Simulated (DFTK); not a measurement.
Runs of DFTK 0.8.2 on Al2O3 (Corundum). The structure is trigonal, space group R-3c (No. 167). The conventional cell has a = 4.760 Å, b = 4.760 Å, c = 12.996 Å, α = 90.00°, β = 90.00°, γ = 120.00°. Al (site symmetry 3) has 6 O at 1.85 to 1.97 Å as nearest neighbours. O (site symmetry 2) is surrounded by 4 Al at 1.85 to 1.97 Å. 

| task | level | potentials or basis | k mesh | cutoff (eV) | mesh quality | gap on the mesh (eV) | pressure (GPa) | largest force (eV/Å) |
| --- | --- | --- | --- | --- | --- | --- | --- | --- |
| band structure | PBEsol | dojo.nc.sr.pbesol.v0_4_1.standard.upf (PBEsol) | 4 × 4 × 4 | 1143 | not flagged | 6.16 | 0.8 | 0.11 |
| single point | PBEsol | dojo.nc.sr.pbesol.v0_4_1.standard.upf (PBEsol) | 7 × 7 × 7 | 1143 | not flagged | 6.16 | 0.8 | 0.11 |
| band structure | PBE | dojo.nc.sr.pbe.v0_4_1.standard.upf (PBE) | 4 × 4 × 4 | 1143 | not flagged | 6.27 | (b) | 0.05 |
| band structure | LDA | dojo.nc.sr.lda.v0_4_1.standard.upf (LDA) | 4 × 4 × 4 | 1143 | not flagged | (a) | -7.3 | 0.13 |

Alike in all rows: no spin polarisation; cell as given; smearing fermi-dirac 0.05 eV.

Problem. Fill in the values left out.

Solution. (a) 6.21; (b) 6.0.

Caveats: an odd mesh through Γ misses points on the zone boundary, where band edges often lie (some runs).
